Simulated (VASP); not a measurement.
# WS2 (Tungstenite) (P6_3/mmc) in VASP: notebook, part 2 of 2

VASP 6.6.1.

### 4 Band structure, PBEsol

POSCAR

```
WS2
1.0
    3.1800000000      0.0000000000      0.0000000000
   -1.5900000000      2.7539607840      0.0000000000
    0.0000000000      0.0000000000     12.5000000000
W S
2 4
Direct
    0.6666666667      0.3333333333      0.7500000000
    0.3333333333      0.6666666667      0.2500000000
    0.6666666667      0.3333333333      0.3750000000
    0.3333333333      0.6666666667      0.8750000000
    0.6666666667      0.3333333333      0.1250000000
    0.3333333333      0.6666666667      0.6250000000
```

INCAR.step1

```
PREC = Accurate ; ENCUT = 520
EDIFF = 1E-7 ; ISMEAR = 0
SIGMA = 0.02 ; LREAL = F
LASPH = T ; NELM = 80
ALGO = Normal ; ISIF = 2
LWAVE = F ; LCHARG = T
LMAXMIX = 4 ; GGA = PS
KPAR = 2
```

KPOINTS.step1

```
regular mesh
0
Gamma
  10 10 4
```

INCAR.step2

```
PREC = Accurate ; ENCUT = 520
EDIFF = 1E-7 ; ISMEAR = 0
SIGMA = 0.05 ; LREAL = F
LASPH = T ; NELM = 80
ALGO = Normal ; ISIF = 2
LWAVE = F ; LCHARG = F
LMAXMIX = 4 ; GGA = PS
ICHARG = 11 ; KPAR = 2
```

KPOINTS.step2

```
path GMKGALHA,LM,KH
15
line-mode
reciprocal
 0.0000000000  0.0000000000  0.0000000000  G
 0.5000000000  0.0000000000  0.0000000000  M

 0.5000000000  0.0000000000  0.0000000000  M
 0.3333333333  0.3333333333  0.0000000000  K

 0.3333333333  0.3333333333  0.0000000000  K
 0.0000000000  0.0000000000  0.0000000000  G

 0.0000000000  0.0000000000  0.0000000000  G
 0.0000000000  0.0000000000  0.5000000000  A

 0.0000000000  0.0000000000  0.5000000000  A
 0.5000000000  0.0000000000  0.5000000000  L

 0.5000000000  0.0000000000  0.5000000000  L
 0.3333333333  0.3333333333  0.5000000000  H

 0.3333333333  0.3333333333  0.5000000000  H
 0.0000000000  0.0000000000  0.5000000000  A

 0.5000000000  0.0000000000  0.5000000000  L
 0.5000000000  0.0000000000  0.0000000000  M

 0.3333333333  0.3333333333  0.0000000000  K
 0.3333333333  0.3333333333  0.5000000000  H
```

Potentials or basis: VASP PAW PBE potentials, release 64 (W_sv, S).

On the command line:

```console
> cat potpaw_PBE.64/W_sv/POTCAR potpaw_PBE.64/S/POTCAR > POTCAR
> cp INCAR.step1 INCAR
> cp KPOINTS.step1 KPOINTS
> mpirun -np 2 vasp_std > vasp.out
> cp INCAR.step2 INCAR
> cp KPOINTS.step2 KPOINTS
> mpirun -np 2 vasp_std > vasp.out
```

OUTCAR:

```text
PREC = Accurate
   ENCUT = 520
   EDIFF = 1E-7
   ISMEAR = 0
   LREAL = F
   LASPH = T
   NELM = 80
   ISIF = 2
   GGA = PS
   ICHARG = 11

 ion  position               nearest neighbor table
   1  0.667  0.333  0.750-   4 2.41   6 2.41   4 2.41   6 2.41   4 2.41   6 2.41
   2  0.333  0.667  0.250-   3 2.41   5 2.41   3 2.41   5 2.41   3 2.41   5 2.41
   3  0.667  0.333  0.375-   2 2.41   2 2.41   2 2.41
   4  0.333  0.667  0.875-   1 2.41   1 2.41   1 2.41
   5  0.667  0.333  0.125-   2 2.41   2 2.41   2 2.41
   6  0.333  0.667  0.625-   1 2.41   1 2.41   1 2.41

  LATTYP: Found a hexagonal cell.
[... 1017 lines left out ...]
  -------------------------------------------------------------------------------------
  Total        0.4095851      0.4095851      7.2563030      0.0000000      0.0000000     -0.0000000
  in kB        5.9945954      5.9945954    106.2016119      0.0000000      0.0000000     -0.0000000
  external PRESSURE =      39.3969342 kB  Pullay stress =       0.0000000 kB

 VOLUME and BASIS-vectors are now :
 -----------------------------------------------------------------------------
  energy-cutoff  :      520.00
  volume of cell :      109.47
      direct lattice vectors                 reciprocal lattice vectors
     3.180000000  0.000000000  0.000000000     0.314465409  0.181556688  0.000000000
    -1.590000000  2.753960784  0.000000000     0.000000000  0.363113377  0.000000000
     0.000000000  0.000000000 12.500000000     0.000000000  0.000000000  0.080000000

 POSITION                                       TOTAL-FORCE (eV/Angst)
 -----------------------------------------------------------------------------------
      1.59000      0.91799      9.37500        -0.000000      0.000000      0.000000
     -0.00000      1.83597      3.12500         0.000000     -0.000000      0.000000
      1.59000      0.91799      4.68750        -0.000000     -0.000000     -0.051547
     -0.00000      1.83597     10.93750        -0.000000     -0.000000     -0.051547
      1.59000      0.91799      1.56250        -0.000000     -0.000000      0.051547
     -0.00000      1.83597      7.81250        -0.000000     -0.000000      0.051547
 -----------------------------------------------------------------------------------
    total drift:                               -0.000000      0.000000     -0.000000

  FREE ENERGIE OF THE ION-ELECTRON SYSTEM (eV)
  ---------------------------------------------------
  free  energy   TOTEN  =       -49.1072801757 eV

  energy  without entropy=      -49.1072801757  energy(sigma->0) =      -49.10728018
```

OSZICAR.step1:

```text
N       E                     dE             d eps       ncg     rms          rms(c)
DAV:   1     0.516060067890E+03    0.51606E+03   -0.28822E+04  2900   0.167E+03
DAV:   2    -0.187864127553E+02   -0.53485E+03   -0.52333E+03  3094   0.447E+02
DAV:   3    -0.523698243045E+02   -0.33583E+02   -0.33187E+02  3311   0.101E+02
DAV:   4    -0.531632481437E+02   -0.79342E+00   -0.79152E+00  3183   0.162E+01
DAV:   5    -0.531845209069E+02   -0.21273E-01   -0.21267E-01  3249   0.267E+00    0.384E+01
DAV:   6    -0.509025642706E+02    0.22820E+01   -0.13242E+01  2994   0.211E+01    0.166E+01
DAV:   7    -0.506519334706E+02    0.25063E+00   -0.35890E+00  3011   0.869E+00    0.622E+00
DAV:   8    -0.505324413769E+02    0.11949E+00   -0.55604E-01  3431   0.440E+00    0.191E+00
DAV:   9    -0.505326684078E+02   -0.22703E-03   -0.58716E-02  3716   0.122E+00    0.935E-01
DAV:  10    -0.505308348454E+02    0.18336E-02   -0.27531E-02  3276   0.104E+00    0.346E-01
DAV:  11    -0.505304663622E+02    0.36848E-03   -0.48842E-03  3176   0.421E-01    0.157E-01
DAV:  12    -0.505304250670E+02    0.41295E-04   -0.22162E-04  3274   0.975E-02    0.619E-02
DAV:  13    -0.505304313386E+02   -0.62716E-05   -0.10325E-04  3314   0.553E-02    0.191E-02
DAV:  14    -0.505304329425E+02   -0.16039E-05   -0.58458E-06  3191   0.150E-02    0.118E-02
DAV:  15    -0.505304329108E+02    0.31699E-07   -0.81335E-07  2946   0.504E-03
   1 F= -.50530433E+02 E0= -.50530433E+02  d E =-.932408E-84
```

Run time: 3.1 min. Hardware: 2 MPI ranks of Intel Xeon Platinum 8375C at 2.90GHz (Ice Lake), shared host; peak memory 0.46 GiB.

Results:

| Item | Value |
| --- | --- |
| Band gap on the k mesh | 1.09 eV, indirect (least direct gap 2.08 eV) |
| Band gap along the path | 1.02 eV, indirect (least direct gap 1.73 eV) |

Levels at the corners of the path, in eV from the valence-band top:
```tsv
point	band 24	band 25	band 26	band 27	band 28	band 29
Γ	-1.55	-1.12	0.00	2.25	2.26	2.28
M	-1.82	-1.68	-1.51	2.20	2.24	2.54
M	-1.82	-1.68	-1.51	2.20	2.24	2.54
K	-2.89	-0.74	-0.56	1.17	1.17	2.13
K	-2.89	-0.74	-0.56	1.17	1.17	2.13
Γ	-1.55	-1.12	0.00	2.25	2.26	2.26
Γ	-1.55	-1.12	0.00	2.26	2.26	2.27
A	-2.27	-0.30	-0.30	2.25	2.25	2.26
A	-2.27	-0.30	-0.30	2.25	2.25	2.26
L	-1.91	-1.59	-1.59	2.22	2.22	2.68
L	-1.91	-1.59	-1.59	2.22	2.22	2.68
H	-3.03	-0.66	-0.66	1.17	1.17	2.62
H	-3.03	-0.66	-0.66	1.17	1.17	2.62
A	-2.27	-0.30	-0.30	2.25	2.25	2.25
L	-1.91	-1.59	-1.59	2.22	2.22	2.68
M	-1.82	-1.68	-1.51	2.20	2.24	2.54
K	-2.89	-0.74	-0.56	1.17	1.17	2.13
H	-3.03	-0.66	-0.66	1.17	1.17	2.62
```

Caveat: the log is that of the step along the path at fixed density, whose energy, stress, charges and moments have no meaning; the PAW data sets were made with another functional, which shifts forces and pressure a little; spin-orbit coupling is left out, which moves the levels of the heavy elements; this functional lacks dispersion, which binds the layers, so the pressure and a relaxed spacing across them are unreliable. A hybrid or GW would open this gap; PBEsol tends to underestimate it.

### 5 Band structure, r2SCAN

INCAR

```
PREC = Accurate ; ENCUT = 520
EDIFF = 1E-7 ; ISMEAR = 0
SIGMA = 0.02 ; LREAL = F
LASPH = T ; NELM = 80
ALGO = Normal ; ISIF = 2
LWAVE = F ; LCHARG = F
LMAXMIX = 4 ; METAGGA = R2SCAN
LMIXTAU = T ; KPAR = 2
```

KPOINTS

```
regular mesh
0
Gamma
  10 10 4
```

POSCAR is that of step 4.

KPOINTS_OPT

```
path GMKGALHA,LM,KH
15
line-mode
reciprocal
 0.0000000000  0.0000000000  0.0000000000  G
 0.5000000000  0.0000000000  0.0000000000  M

 0.5000000000  0.0000000000  0.0000000000  M
 0.3333333333  0.3333333333  0.0000000000  K

 0.3333333333  0.3333333333  0.0000000000  K
 0.0000000000  0.0000000000  0.0000000000  G

 0.0000000000  0.0000000000  0.0000000000  G
 0.0000000000  0.0000000000  0.5000000000  A

 0.0000000000  0.0000000000  0.5000000000  A
 0.5000000000  0.0000000000  0.5000000000  L

 0.5000000000  0.0000000000  0.5000000000  L
 0.3333333333  0.3333333333  0.5000000000  H

 0.3333333333  0.3333333333  0.5000000000  H
 0.0000000000  0.0000000000  0.5000000000  A

 0.5000000000  0.0000000000  0.5000000000  L
 0.5000000000  0.0000000000  0.0000000000  M

 0.3333333333  0.3333333333  0.0000000000  K
 0.3333333333  0.3333333333  0.5000000000  H
```

On the command line:

```console
> cat potpaw_PBE.64/W_sv/POTCAR potpaw_PBE.64/S/POTCAR > POTCAR
> mpirun -np 2 vasp_std > vasp.out
```

Run time: 9.3 min. Hardware: 2 MPI ranks of Intel Xeon Platinum 8375C at 2.90GHz (Ice Lake), shared host; peak memory 0.35 GiB.

It converged, with:

```yaml
Free_energy: -140.1461 eV
Pressure: 0.4 GPa
Largest_force: 0.094 eV/Å
Band_gap_on_the_k_mesh: 1.24 eV, indirect (least direct gap 2.21 eV)
Band_gap_along_the_path: 1.17 eV, indirect (least direct gap 1.87 eV)
```

Forces in eV/Å, atoms in the order of the input:
```
W    0.000  0.000  0.000
W    0.000  0.000  0.000
S    0.000  0.000 -0.094
S    0.000  0.000 -0.094
S    0.000  0.000  0.094
S    0.000  0.000  0.094
```

Stress tensor (GPa, compression positive):
```
0.32 0.00 0.00
0.00 0.32 0.00
0.00 0.00 0.58
```

Levels at the corners of the path, in eV from the valence-band top:
| point | band 24 | band 25 | band 26 | band 27 | band 28 | band 29 |
| --- | --- | --- | --- | --- | --- | --- |
| Γ | -1.71 | -1.12 | 0.00 | 2.40 | 2.41 | 2.41 |
| M | -2.01 | -1.75 | -1.58 | 2.33 | 2.37 | 2.69 |
| M | -2.01 | -1.75 | -1.58 | 2.33 | 2.37 | 2.69 |
| K | -3.10 | -0.76 | -0.60 | 1.27 | 1.27 | 2.34 |
| K | -3.10 | -0.76 | -0.60 | 1.27 | 1.27 | 2.34 |
| Γ | -1.71 | -1.12 | 0.00 | 2.40 | 2.41 | 2.41 |
| Γ | -1.71 | -1.12 | 0.00 | 2.40 | 2.41 | 2.41 |
| A | -2.43 | -0.32 | -0.32 | 2.40 | 2.40 | 2.40 |
| A | -2.43 | -0.32 | -0.32 | 2.40 | 2.40 | 2.40 |
| L | -2.09 | -1.66 | -1.66 | 2.35 | 2.35 | 2.82 |
| L | -2.09 | -1.66 | -1.66 | 2.35 | 2.35 | 2.82 |
| H | -3.23 | -0.69 | -0.69 | 1.27 | 1.27 | 2.82 |
| H | -3.23 | -0.69 | -0.69 | 1.27 | 1.27 | 2.82 |
| A | -2.43 | -0.32 | -0.32 | 2.40 | 2.40 | 2.40 |
| L | -2.09 | -1.66 | -1.66 | 2.35 | 2.35 | 2.82 |
| M | -2.01 | -1.75 | -1.58 | 2.33 | 2.37 | 2.69 |
| K | -3.10 | -0.76 | -0.60 | 1.27 | 1.27 | 2.34 |
| H | -3.23 | -0.69 | -0.69 | 1.27 | 1.27 | 2.82 |

Caveat: the PAW data sets were made with another functional, which shifts forces and pressure a little; spin-orbit coupling is left out, which moves the levels of the heavy elements. r2SCAN opens gaps a little over a GGA but as a rule still falls short of measured ones.

### 6 Band structure, TB-mBJ

POSCAR is that of step 5.

INCAR.step1

```
PREC = Accurate ; ENCUT = 520
EDIFF = 1E-5 ; ISMEAR = 0
SIGMA = 0.02 ; LREAL = F
LASPH = T ; NELM = 80
ALGO = Normal ; ISIF = 2
LWAVE = T ; LCHARG = F
LMAXMIX = 4 ; GGA = PE
KPAR = 2
```

INCAR.step2

```
PREC = Accurate ; ENCUT = 520
EDIFF = 1E-7 ; ISMEAR = 0
SIGMA = 0.02 ; LREAL = F
LASPH = T ; NELM = 80
ALGO = Normal ; ISIF = 2
LWAVE = F ; LCHARG = F
LMAXMIX = 4 ; METAGGA = MBJ
ISTART = 1 ; KPAR = 2
```

KPOINTS is that of step 5.

KPOINTS_OPT is that of step 5.

Potentials or basis: VASP PAW PBE potentials, release 64 (W_sv, S).

On the command line:

```console
> cat potpaw_PBE.64/W_sv/POTCAR potpaw_PBE.64/S/POTCAR > POTCAR
> cp INCAR.step1 INCAR
> mpirun -np 2 vasp_std > vasp.out
> cp INCAR.step2 INCAR
> mpirun -np 2 vasp_std > vasp.out
```

OUTCAR:

```text
PREC = Accurate
   ENCUT = 520
   EDIFF = 1E-7
   ISMEAR = 0
   LREAL = F
   LASPH = T
   NELM = 80
   ISIF = 2
   METAGGA = MBJ
   ISTART = 1

 ion  position               nearest neighbor table
   1  0.667  0.333  0.750-   4 2.41   6 2.41   4 2.41   6 2.41   4 2.41   6 2.41
   2  0.333  0.667  0.250-   3 2.41   5 2.41   3 2.41   5 2.41   3 2.41   5 2.41
   3  0.667  0.333  0.375-   2 2.41   2 2.41   2 2.41
   4  0.333  0.667  0.875-   1 2.41   1 2.41   1 2.41
   5  0.667  0.333  0.125-   2 2.41   2 2.41   2 2.41
   6  0.333  0.667  0.625-   1 2.41   1 2.41   1 2.41
[... 1027 lines left out ...]
  -------------------------------------------------------------------------------------
  Total      -96.4400124    -96.4400124   -102.4235430      0.0000000      0.0000000      0.0000000
  in kB    -1411.4742367  -1411.4742366  -1499.0478383      0.0000000      0.0000000      0.0000000
  external PRESSURE =   -1440.6654372 kB  Pullay stress =       0.0000000 kB

 VOLUME and BASIS-vectors are now :
 -----------------------------------------------------------------------------
  energy-cutoff  :      520.00
  volume of cell :      109.47
      direct lattice vectors                 reciprocal lattice vectors
     3.180000000  0.000000000  0.000000000     0.314465409  0.181556688  0.000000000
    -1.590000000  2.753960784  0.000000000     0.000000000  0.363113377  0.000000000
     0.000000000  0.000000000 12.500000000     0.000000000  0.000000000  0.080000000

 POSITION                                       TOTAL-FORCE (eV/Angst)
 -----------------------------------------------------------------------------------
      1.59000      0.91799      9.37500         0.000000      0.000000      0.000000
     -0.00000      1.83597      3.12500        -0.000000     -0.000000      0.000000
      1.59000      0.91799      4.68750        -0.000000      0.000000     -1.253666
     -0.00000      1.83597     10.93750        -0.000000      0.000000     -1.253666
      1.59000      0.91799      1.56250         0.000000      0.000000      1.253666
     -0.00000      1.83597      7.81250        -0.000000      0.000000      1.253666
 -----------------------------------------------------------------------------------
    total drift:                               -0.000000      0.000000     -0.000000

  FREE ENERGIE OF THE ION-ELECTRON SYSTEM (eV)
  ---------------------------------------------------
  free  energy   TOTEN  =      1780.2207169298 eV

  energy  without entropy=     1780.2207169298  energy(sigma->0) =     1780.22071693
```

OSZICAR.step1:

```text
N       E                     dE             d eps       ncg     rms          rms(c)
DAV:   1     0.520840904583E+03    0.52084E+03   -0.28860E+04  2900   0.167E+03
DAV:   2    -0.157323483778E+02   -0.53657E+03   -0.52516E+03  3094   0.448E+02
DAV:   3    -0.492152084478E+02   -0.33483E+02   -0.33213E+02  3319   0.101E+02
DAV:   4    -0.500122050304E+02   -0.79700E+00   -0.79518E+00  3183   0.163E+01
DAV:   5    -0.500339469049E+02   -0.21742E-01   -0.21736E-01  3265   0.269E+00    0.377E+01
DAV:   6    -0.476295716414E+02    0.24044E+01   -0.14789E+01  3009   0.220E+01    0.168E+01
DAV:   7    -0.473915729368E+02    0.23800E+00   -0.37131E+00  3025   0.899E+00    0.645E+00
DAV:   8    -0.472815089466E+02    0.11006E+00   -0.55025E-01  3454   0.443E+00    0.194E+00
DAV:   9    -0.472830964566E+02   -0.15875E-02   -0.55836E-02  3591   0.123E+00    0.974E-01
DAV:  10    -0.472815244585E+02    0.15720E-02   -0.28551E-02  3318   0.104E+00    0.308E-01
DAV:  11    -0.472812040131E+02    0.32045E-03   -0.47926E-03  3184   0.422E-01    0.157E-01
DAV:  12    -0.472811814677E+02    0.22545E-04   -0.19215E-04  3117   0.887E-02    0.757E-02
DAV:  13    -0.472811926170E+02   -0.11149E-04   -0.10219E-04  3058   0.572E-02    0.311E-02
DAV:  14    -0.472811950212E+02   -0.24042E-05   -0.92852E-06  2129   0.200E-02
   1 F= -.47281195E+02 E0= -.47281195E+02  d E =-.292461E-99
```

Run time: 10 min. Hardware: 2 MPI ranks of Intel Xeon Platinum 8375C at 2.90GHz (Ice Lake), shared host; peak memory 0.32 GiB.

What came out:

```
Band gap on the k mesh  : 1.38 eV, indirect (least direct gap 2.18 eV)
Band gap along the path : 1.30 eV, indirect (least direct gap 1.85 eV)
```

Levels at the corners of the path, in eV from the valence-band top:
| point | band 24 | band 25 | band 26 | band 27 | band 28 | band 29 |
| --- | --- | --- | --- | --- | --- | --- |
| Γ | -1.84 | -0.95 | 0.00 | 2.39 | 2.40 | 2.42 |
| M | -2.10 | -1.60 | -1.46 | 2.35 | 2.39 | 2.77 |
| M | -2.10 | -1.60 | -1.46 | 2.35 | 2.39 | 2.77 |
| K | -3.08 | -0.67 | -0.55 | 1.30 | 1.30 | 2.68 |
| K | -3.08 | -0.67 | -0.55 | 1.30 | 1.30 | 2.68 |
| Γ | -1.84 | -0.95 | 0.00 | 2.39 | 2.39 | 2.42 |
| Γ | -1.84 | -0.95 | 0.00 | 2.39 | 2.40 | 2.42 |
| A | -2.48 | -0.31 | -0.31 | 2.40 | 2.40 | 2.40 |
| A | -2.48 | -0.31 | -0.31 | 2.40 | 2.40 | 2.42 |
| L | -2.17 | -1.52 | -1.52 | 2.37 | 2.37 | 2.84 |
| L | -2.17 | -1.52 | -1.52 | 2.37 | 2.37 | 2.84 |
| H | -3.19 | -0.62 | -0.62 | 1.30 | 1.30 | 3.08 |
| H | -3.19 | -0.62 | -0.62 | 1.30 | 1.30 | 3.08 |
| A | -2.48 | -0.31 | -0.31 | 2.40 | 2.40 | 2.40 |
| L | -2.17 | -1.52 | -1.52 | 2.37 | 2.37 | 2.84 |
| M | -2.10 | -1.60 | -1.46 | 2.35 | 2.39 | 2.77 |
| K | -3.08 | -0.67 | -0.55 | 1.30 | 1.30 | 2.68 |
| H | -3.19 | -0.62 | -0.62 | 1.30 | 1.30 | 3.08 |

Caveat: the PAW data sets were made with another functional, which shifts forces and pressure a little; spin-orbit coupling is left out, which moves the levels of the heavy elements; the mesh misses the band edges, which the band path finds closer together.

### 7 Overview

| level | potentials or basis | gap on the mesh (eV) |
| --- | --- | --- |
| LDA | VASP PAW LDA potentials, release 64 (W_sv, S) | 1.05 |
| PBE | VASP PAW PBE potentials, release 64 (W_sv, S) | 1.14 |
| PBEsol | VASP PAW PBE potentials, release 64 (W_sv, S) | 1.09 |
| r2SCAN | VASP PAW PBE potentials, release 64 (W_sv, S) | 1.24 |
| TB-mBJ | VASP PAW PBE potentials, release 64 (W_sv, S) | 1.38 |

Alike in all rows: task band structure; no spin polarisation; cell as given; k mesh 10 × 10 × 4; cutoff (eV) 520; smearing gaussian 0.02 eV.

Caveats: spin-orbit coupling is left out, which moves the levels of the heavy elements; the PAW data sets were made with another functional, which shifts forces and pressure a little (some runs); this functional lacks dispersion, which binds the layers, so the pressure and a relaxed spacing across them are unreliable (some runs); the mesh misses the band edges, which the band path finds closer together (some runs).

Absolute energies hang on the potentials; compare differences alone.
